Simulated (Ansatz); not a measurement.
**Li3H8: start and end of a relaxation**

A trial structure of Li3H8 was built thus: random cell by space group and Wyckoff sites (P3m1, No. 156). Lengths were set from tabulated atomic sizes, so they are only a guess.

start.xyz

```xyz
11
Lattice="4.9858 0.0000 0.0000 -2.4929 4.3178 0.0000 0.0000 0.0000 3.6746" Properties=species:S:1:pos:R:3 pbc="T T T"
Li    1.2799    2.1396    2.3363
Li    2.4929    0.0386    2.3363
Li    3.7059    2.1396    2.3363
H     1.9398    2.9370    1.6243
H     1.4724    0.2114    1.6243
H     4.0665    1.1694    1.6243
H     0.9193    1.1694    1.6243
H     3.0460    2.9370    1.6243
H     3.5134    0.2114    1.6243
H     0.0000    2.8786    0.7025
H     0.0000    2.8786    1.9165
```

Computed with DFT PBE, scalar-relativistic, plane waves, PAW in Ansatz. Cutoff 420 eV, Gaussian smearing, Γ-centred meshes. Cell and atoms relax first on a coarse mesh and then on a finer one. In between, the cell is made exact in the group found at 0.06 Å. In metals the finer mesh still leaves noise of several meV/atom or more. The steps can't lower the symmetry of their start. No spin polarisation.

end.xyz

```xyz
11
Lattice="5.8517 0.0000 0.0000 -2.9259 5.0677 0.0000 0.0000 0.0000 5.6291" Properties=species:S:1:pos:R:3 pbc="T T T"
Li    1.2231    2.6723    2.8145
Li    0.0000    4.7908    2.8145
Li   -1.2231    2.6723    2.8145
H     2.5479    3.3479    0.0000
H     1.6784    0.5326    0.0000
H     4.5512    1.1872    0.0000
H     1.3005    1.1872    0.0000
H     3.3038    3.3479    0.0000
H     4.1733    0.5326    0.0000
H     0.0000    3.3785    3.9959
H     0.0000    3.3785    1.6332
```

The symmetry goes from P3m1 (No. 156) to P-6m2 (No. 187). The volume per atom grows by 111.0 %, from 7.2 to 15.2 Å³. The shortest distance goes from 1.11 Å (H–H) to 0.76 Å (H–H). The end holds H–H pairs as short as in free H₂ molecules (shortest 0.76 Å). The energy falls by about 0.89 eV/atom (the start's value is from the coarse mesh). The end is written in a standard setting, so origin, axes and order of atoms can differ from the start's.

For Li3H8, the volume per atom is 15.2 Å³ and the density is 0.3 g/cm³. The energy over the elements is +0.11 eV/atom. The gap on the 6×6×8 mesh of the 11-atom cell is 0 eV (a metal).

Formation energies are uncorrected and refer to the elements' standard structures at the same level (H₂ as a molecule). The separate elements lie lower, so it is unstable against them.

The last run used Gaussian smearing of 0.10 eV. No dispersion correction is applied, so the spacing and binding between layers, chains or molecules are poorly described. The cell is a metal run without spin; a magnetic state may lie lower. With hydrogen, zero-point motion can shift formation energies by some tens of meV/atom. Symmetry constrained the relaxation, so the result can be a saddle point. In all, the 3 runs took 89 s on 1 thread of Intel(R) Xeon(R) 6975P-C (Granite Rapids), with other jobs on the host.
